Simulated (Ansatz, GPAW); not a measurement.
C: programs and potentials compared

```
C
1.0
     2.45617    0.00000    0.00000
    -1.22809    2.12711    0.00000
     0.00000    0.00000    8.52380
C
2
Direct
  0.66667 0.33333 0.00000
  0.33333 0.66667 0.00000
```

The cell holds a layer with vacuum beside it, so values per volume hang on the cell's height.

Alike in all runs: task band structure; functional LDA; k mesh 12 × 12 × 3; occupations fermi-dirac, width 0.05 eV; no spin polarisation; no spin-orbit coupling. LDA stands for any of its common fits.

| program and potentials | plane-wave cutoff (eV) | notes | band gap (eV) |
| --- | --- | --- | --- |
| Ansatz, Ansatz PAW | 420 | potentials made for PBE, which Ansatz adapts in part | no gap |
| Ansatz, all-electron LAPW, scalar-relativistic | - | - | no gap |
| GPAW, the program's PAW data sets (release 1.2.1) made for this functional | 800 | - | no gap |

None finds a gap.

The functional is the same throughout but for its coding, so the spread measures potentials, basis and numerics; runs on potential files found faulty are left out.

All three calculations leave the carbon layer without a gap, as expected for graphene. The sp² orbitals form the strong in-plane σ framework, whose bonding and antibonding states lie well away from the Fermi level, while the remaining p_z orbitals form the π and π* bands. These meet at the corners of the hexagonal Brillouin zone because the two carbon sites are equivalent. Without spin-orbit coupling, inversion and time-reversal symmetry protect this contact. Any residual coupling between the periodic images, which are stacked directly above one another, keeps the two sites equivalent and so would not be expected to open a gap either.

The agreement is therefore a weak test of the potentials: changes in potential or basis can shift the bands or alter their slope, but cannot separate them at the contact while the symmetry is kept. For the same reason, the missing gap is not an instance of the usual LDA gap underestimation. The absence of a gap alone does not distinguish a point-like band contact from a finite band overlap.
